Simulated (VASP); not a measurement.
Sb: single point with PBE

The system is Sb.

```
CELL_PARAMETERS angstrom
3.35453 0.00000 0.00000
-1.67727 2.90511 0.00000
0.00000 0.00000 5.47016
ATOMIC_POSITIONS crystal
Sb 0.66667 0.33333 0.75000
Sb 0.33333 0.66667 0.25000
```

This isn't the form of Sb at room conditions, which is rhombohedral.

```
Program                : VASP 6.6.1
Task                   : single point
Functional             : PBE
Potentials or basis    : VASP PAW PBE potentials, release 64 (Sb_d_GW)
Cutoff                 : 400 eV
k mesh                 : 5 × 5 × 3
Occupations            : gaussian, width 0.02 eV
Spin                   : no spin polarisation
Further INCAR settings : ALGO = Normal; EDIFF = 1e-06; NBANDS = 22
```

```yaml
Pressure: 0.0 GPa
Band_gap_on_the_k_mesh: none (metal or under the smearing width)
```

Stress tensor (GPa, compression positive):
```
-1.89  0.00  0.00
 0.00 -1.89  0.00
 0.00  0.00  3.76
```

Levels at points of the mesh, in eV from the Fermi level:
```tsv
k point	band 11	band 12	band 13	band 14	band 15	band 16	band 17	band 18	band 19	band 20
(0.00, 0.00, 0.00)	-12.97	-9.15	-5.80	3.64	3.64	5.27	5.27	5.56	7.92	9.11
```

Wall time 7.9 s on 1 thread of Intel(R) Xeon(R) Platinum 8488C (Sapphire Rapids), with other jobs on the host, peak memory 0.15 GiB.

Caveat: the k mesh is coarse (spacing up to 0.43 Å⁻¹), so the values aren't converged. The run has no spin-orbit coupling, so splittings on Sb are missing.
